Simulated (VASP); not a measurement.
A run of VASP 6.6.1:

File INCAR:

```
PREC     = Normal         # precision mode
ENCUT    = 520            # plane-wave cutoff, eV
EDIFF    = 1E-4           # SCF threshold, eV
ISMEAR   = 0              # smearing method
SIGMA    = 0.15           # smearing width, eV
LREAL    = False          # projectors in reciprocal space
LASPH    = True           # aspherical terms in the spheres
NELM     = 60             # most SCF steps
ALGO     = Fast           # electronic algorithm
ISIF     = 3              # what is computed and relaxed
LWAVE    = False          # write WAVECAR
LCHARG   = False          # write CHGCAR
GGA      = PE             # functional
IBRION   = 2              # ionic algorithm
NSW      = 24             # ionic steps
EDIFFG   = -0.08          # ionic threshold
KPAR     = 2
```

The input KPOINTS:

```
Automatic mesh
0
Gamma
  3 5 3
```

File POSCAR:

```
HfSiO4
1.0
    4.2370432100      0.0000000000      0.0000000000
    0.0000000000      2.9200379300      0.0000000000
   -0.0454329700      0.0000000000      5.0769118400
Hf Si O
1 1 4
Direct
    0.0000000000      0.5000000000      0.5000000000
    0.0000000000      0.0000000000      0.0000000000
    0.7712220000      0.0000000000      0.6699329000
    0.7632119700      0.5000000000      0.1599702800
    0.2367880300      0.5000000000      0.8400297200
    0.2287780000      0.0000000000      0.3300671000
```

Potentials or basis: VASP PAW PBE potentials, release 64 (Hf_pv, Si, O).

Launch:

```sh
$ cat potpaw_PBE.64/Hf_pv/POTCAR potpaw_PBE.64/Si/POTCAR potpaw_PBE.64/O/POTCAR > POTCAR
$ mpirun -np 2 vasp_std > vasp.out
```

Hardware: 2 MPI ranks on Intel(R) Xeon(R) Platinum 8488C (Sapphire Rapids), with other jobs on the host.

Problem. Estimate the wall time of this run.

Solution. Run time: 88 s on 2 MPI ranks on Intel(R) Xeon(R) Platinum 8488C (Sapphire Rapids) (shared host), peak memory 0.14 GiB a rank. Counts: scf iterations 100, k points 15, ion steps 14.
